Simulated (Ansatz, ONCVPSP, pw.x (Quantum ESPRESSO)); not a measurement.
What a changed setting does to a pw.x run (fcc O)

Potential: optimised norm-conserving Vanderbilt (ONCV), ONCVPSP 4.0.1.1 (patched build), PBE; core [He], reference 2s2 2p4; waves: 2s: rc 0.80 bohr, ncon 3, nbas 7, qcut 10.3 1/bohr, 2 projectors, debl 0.4 Ha; 2p: rc 1.60 bohr, ncon 4, nbas 8, qcut 10.6 1/bohr, 2 projectors, debl 0.4 Ha; local part: polynomial inside 0.60 bohr (lpopt 5, dvloc0 6 Ha); core correction: Teter function, fcfact 7.5, rcfact 1.6. In the s channel the program set the typed energies aside and used -0.881, 0.250 Ha.

The reference run (k-mesh 18³, cutoffs 120/480 Ry, Fermi–Dirac 0.01 Ry, mixing_beta 0.4, conv_thr 1e-9, no spin) gives 0.11 GPa at 8.041 Å³/atom, where all-electron LAPW gives 0.14 GPa. This run, with its own iteration cap, changes k-mesh points per axis to 4.

```
&control
  calculation='scf', prefix='x', pseudo_dir='./', outdir='./tmp', tstress=.true., disk_io='none'
/
&system
  ibrav=0, nat=1, ntyp=1, ecutwfc=120, ecutrho=480, nbnd=10,
  occupations='smearing', smearing='fd', degauss=0.01
/
&electrons
  conv_thr=1e-09, mixing_beta=0.4, electron_maxstep=50
/
ATOMIC_SPECIES
O 1.0 O.UPF
CELL_PARAMETERS angstrom
  0.00000000 1.59010824 1.59010824
  1.59010824 0.00000000 1.59010824
  1.59010824 1.59010824 0.00000000
ATOMIC_POSITIONS crystal
O 0.0000 0.0000 0.0000
K_POINTS automatic
4 4 4 0 0 0
```

```bash
pw.x < O.scf.in > O.scf.out
```

How does the run end?

It converges in 6 iterations; the free energy moves by -202.6 meV/atom and the pressure by -4.94 GPa.

```
Message from routine setup:
     using ibrav=0 with symmetry is DISCOURAGED, use correct ibrav instead
     lattice parameter (alat)  =       4.2495  a.u.
     unit-cell volume          =      54.2634 (a.u.)^3
     number of electrons       =         6.00
     number of Kohn-Sham states=           10
     kinetic-energy cutoff     =     120.0000  Ry
     charge density cutoff     =     480.0000  Ry
     scf convergence threshold =      1.0E-09
     Exchange-correlation= PBE
     number of k points=     8  Fermi-Dirac smearing, width (Ry)=  0.0100
     iteration #  1     ecut=   120.00 Ry     beta= 0.40
     total energy              =     -34.33130268 Ry
     estimated scf accuracy    <       0.00049187 Ry
     iteration #  2     ecut=   120.00 Ry     beta= 0.40
     total energy              =     -34.33132810 Ry
     estimated scf accuracy    <       0.00005702 Ry
     iteration #  3     ecut=   120.00 Ry     beta= 0.40
     total energy              =     -34.33134212 Ry
     estimated scf accuracy    <       0.00000182 Ry
     iteration #  4     ecut=   120.00 Ry     beta= 0.40
     total energy              =     -34.33134250 Ry
     estimated scf accuracy    <       0.00000003 Ry
     iteration #  5     ecut=   120.00 Ry     beta= 0.40
     total energy              =     -34.33134251 Ry
     estimated scf accuracy    <          1.0E-09 Ry
     iteration #  6     ecut=   120.00 Ry     beta= 0.40
     the Fermi energy is     4.8381 ev
!    total energy              =     -34.33134251 Ry
     estimated scf accuracy    <          7.2E-12 Ry
     smearing contrib. (-TS)   =      -0.00596383 Ry
     The total energy is F=E-TS. E is the sum of the following terms:
     one-electron contribution =      -1.94909754 Ry
     hartree contribution      =       4.83526202 Ry
     xc contribution           =      -9.74694651 Ry
     ewald contribution        =     -27.46459665 Ry
     convergence has been achieved in   6 iterations
          total   stress  (Ry/bohr**3)                   (kbar)     P=      -48.30
     Message from routine punch:
     Nothing written, as per user request (disk_io='none')
```

The run took about 1.3 s on one core of a shared host (Intel(R) Xeon(R) 6975P-C, 192 threads, 1512 GiB, load 36).
